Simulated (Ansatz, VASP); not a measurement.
**Two plane-wave programs on Pt**

```
Pt
1.0
     0.00000    1.93440    1.93440
     1.93440    0.00000    1.93440
     1.93440    1.93440    0.00000
Pt
1
Direct
  0.00000 0.00000 0.00000
```

Alike in both runs: task single point; functional RPBE; k mesh 9 × 9 × 9; occupations fermi-dirac, width 0.02 eV; non-collinear spin, spin-orbit coupling.

|  | VASP | Ansatz |
| --- | --- | --- |
| version | VASP 6.6.1 | Ansatz 0.2.0 |
| potentials or method | VASP PAW PBE potentials, release 64 (Pt) | Ansatz PAW |
| plane-wave cutoff (eV) | 520 | 420 |
| valence electrons in the cell | 10 | 18 |

|  | VASP | Ansatz | Ansatz less VASP |
| --- | --- | --- | --- |
| gap on the k mesh at the Fermi level (eV) | none | none | - |
| pressure (GPa) | 27.5 | 27.8 | +0.32 |
| net moment per atom (μB) | 0.00 | 0.00 | 0.000 |

A gap of «none» marks a metal or a gap that the smearing closes. With one functional, cell and mesh, what is left measures potentials, basis and numerics. The two sets of potentials don't hold the same shells in valence.

Caveats: so large a pressure means that the cell lies far from this level's equilibrium, or that cutoff or potentials fall short (VASP); the potentials were made for another functional, which shifts forces and pressure (VASP); the PAW data sets come from PBE, with cores solved anew for the run's functional, which leaves a small shift of forces and pressure (Ansatz).
